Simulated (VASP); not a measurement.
Write the native input for VASP 6.6.1 that does the following.

| Item | Value |
| --- | --- |
| Task | single point |
| Functional | PBE0 |
| Potentials or basis | VASP PAW PBE potentials, release 64 (C) |
| Cutoff | 520 eV |
| k mesh | 8 × 8 × 6 |
| Occupations | gaussian, width 0.02 eV |
| Spin | no spin polarisation |
| Grid for exact exchange (PRECFOCK) | Fast |
| Exchange at q = 0 | default |
| Further INCAR settings | ALGO = Normal; EDIFF = 1e-06; NBANDS = 11 |

Crystal: C.

```
CELL_PARAMETERS angstrom
2.13038 -1.22995 -0.00564
2.13038 1.22995 -0.00564
-1.39033 0.00000 3.57066
ATOMIC_POSITIONS crystal
C 0.83335 0.83335 0.00005
C 0.16665 0.16665 0.99995
```

This is a stacking variant of graphite.

One way to write it, as run:

POSCAR

```
C
1.0
    2.1303800000     -1.2299500000     -0.0056400000
    2.1303800000      1.2299500000     -0.0056400000
   -1.3903300000      0.0000000000      3.5706600000
C
2
Direct
    0.8333500000      0.8333500000      0.0000500000
    0.1666500000      0.1666500000      0.9999500000
```

INCAR.step1

```
SYSTEM = C
PREC = Accurate
ENCUT = 520
EDIFF = 1E-5
ISMEAR = 0
SIGMA = 0.02
LREAL = .FALSE.
LASPH = .TRUE.
NELM = 60
ALGO = Normal
ISIF = 2
LWAVE = .TRUE.
LCHARG = .FALSE.
NBANDS = 11
GGA = PE
```

INCAR.step2

```
SYSTEM = C
PREC = Accurate
ENCUT = 520
EDIFF = 1E-6
ISMEAR = 0
SIGMA = 0.02
LREAL = .FALSE.
LASPH = .TRUE.
NELM = 60
ALGO = Normal
ISIF = 2
LWAVE = .FALSE.
LCHARG = .FALSE.
GGA = PE
LHFCALC = .TRUE.
AEXX = 0.25
PRECFOCK = Fast
NBANDS = 11
ISTART = 1
```

KPOINTS

```
regular mesh
0
G
  8 8 6
  0 0 0
```

Potentials or basis: VASP PAW PBE potentials, release 64 (C).

The run is started by

```sh
$ cat potpaw_PBE.64/C/POTCAR > POTCAR
$ cp INCAR.step1 INCAR
$ mpirun -np 1 vasp_std > vasp.out
$ cp INCAR.step2 INCAR
$ mpirun -np 1 vasp_std > vasp.out
```

It gave:

```yaml
Pressure: -2.7 GPa
Largest_force: 0.003 eV/Å
Band_gap_on_the_k_mesh: 2.72 eV, indirect (least direct gap 2.72 eV)
```

Caveat: the PAW data sets were made with another functional, which shifts forces and pressure a little; this functional lacks dispersion, which binds the layers, so the pressure and a relaxed spacing across them are unreliable.

Run time: 25 min on 1 thread of Intel(R) Xeon(R) Platinum 8259CL CPU @ 2.50GHz (Skylake/Cascade Lake), with other jobs on the host, peak memory 0.15 GiB.
